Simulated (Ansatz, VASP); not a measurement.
## Te: VASP beside Ansatz

```
Te
1.0
     2.29259    1.30826    1.69095
    -2.31922    1.35437    1.69095
     0.02663   -2.66263    1.69095
Te
1
Direct
  0.50000 0.50000 0.50000
```

This isn't the form of Te at room conditions, which is trigonal, of chains.

Alike in both runs: functional PBEsol; k mesh 7 × 7 × 7; occupations fermi-dirac, width 0.05 eV; no spin polarisation.

|  | VASP | Ansatz |
| --- | --- | --- |
| version | VASP 6.6.1 | Ansatz 0.2.0 |
| potentials or method | VASP PAW PBE potentials, release 64 (Te) | Ansatz PAW |
| plane-wave cutoff (eV) | 520 | 420 |
| valence electrons in the cell | 6 | 16 |
| task | single point | band structure |

|  | VASP | Ansatz | Ansatz less VASP |
| --- | --- | --- | --- |
| gap on the k mesh at the Fermi level (eV) | none | none | - |
| pressure (GPa) | -0.4 | -0.4 | -0.03 |
| largest component of the traceless stress (GPa) | 0.32 | 0.32 | -0.002 |

A gap of «none» marks a metal or a gap that the smearing closes. With one functional, cell and mesh, what is left measures potentials, basis and numerics. The two sets of potentials don't hold the same shells in valence.

Caveats: the PAW data sets were made with another functional, which shifts forces and pressure a little (VASP); spin-orbit coupling is left out, which moves the levels of the heavy elements (Ansatz); the PAW data sets come from PBE, with cores solved anew for the run's functional, which leaves a small shift of forces and pressure (Ansatz). The runs have no spin-orbit coupling, so splittings on Te are missing.
